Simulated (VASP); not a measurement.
**Li2O: single point with PBE**

Li2O:

```xyz
3
Lattice="0.0000 2.3130 2.3130 2.3130 0.0000 2.3130 2.3130 2.3130 0.0000" Properties=species:S:1:pos:R:3 pbc="T T T"
Li    1.1565    1.1565    1.1565
Li    3.4695    3.4695    3.4695
O     0.0000    0.0000    0.0000
```

```yaml
Program: VASP 6.6.1
Task: single point
Functional: PBE
Potentials_or_basis: VASP PAW PBE potentials, release 64 (Li_sv, O)
Cutoff: 520 eV
k_mesh: 8 × 8 × 8
Occupations: gaussian, width 0.02 eV
Spin: no spin polarisation
Dipole_correction: no
Further_INCAR_settings: ALGO = Fast; EDIFF = 1e-07; NBANDS = 13
```

```yaml
Band_gap_on_the_k_mesh: 4.96 eV, indirect (least direct gap 5.25 eV)
```

Levels at points of the mesh, in eV from the valence-band top:
| k point | band 4 | band 5 | band 6 | band 7 | band 8 | band 9 |
| --- | --- | --- | --- | --- | --- | --- |
| (0.00, 0.00, 0.00) | 0.00 | 0.00 | 0.00 | 5.25 | 11.91 | 11.91 |
| (0.50, 0.00, 0.00) | -2.76 | -0.44 | -0.44 | 9.18 | 9.78 | 12.03 |
| (0.50, 0.50, 0.00) | -1.59 | -1.38 | -1.38 | 4.96 | 13.50 | 13.50 |

It took 7.5 s on 1 thread of Intel(R) Xeon(R) Platinum 8488C (Sapphire Rapids), with other jobs on the host, peak memory 0.13 GiB.

 A k mesh can miss the band edges.
